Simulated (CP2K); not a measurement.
Nb in CP2K: the effect of dispersion

Nb:

```
Nb
1.0
     2.71964    0.00000    0.00000
     0.00000    2.71964    0.00000
     0.00000    0.00000    2.71964
Nb
1
Cartesian
  1.3598 1.3598 1.3598
```

The cell was built by a generator and needn't be a form met in nature.

Alike in all runs:

* Program: CP2K 2026.2
* Task: single point
* Functional: BLYP
* Potentials or basis: GTH_POTENTIALS Nb GTH-PBE-q13; TZVP-MOLOPT-PBE-GTH basis
* Density cutoff: 6123 eV
* k mesh: 10 × 10 × 10
* Occupations: fermi-dirac, width 0.05 eV
* Spin: no spin polarisation

```tsv
dispersion	pressure (GPa)
none	6.5
D2	-4.7
D3	0.8
D3(BJ)	?
D4	2.2
D3(BJ)+ATM	-5.4
```

Q: What does the run with dispersion D3(BJ) give?

A: Pressure -6.0 GPa.

Caveats: the potentials were made for another functional, which shifts forces and pressure; the basis of atomic orbitals isn't converged, which shifts pressures, moduli and gaps; pairwise dispersion overbinds metals, which lowers pressure and volume (some runs).
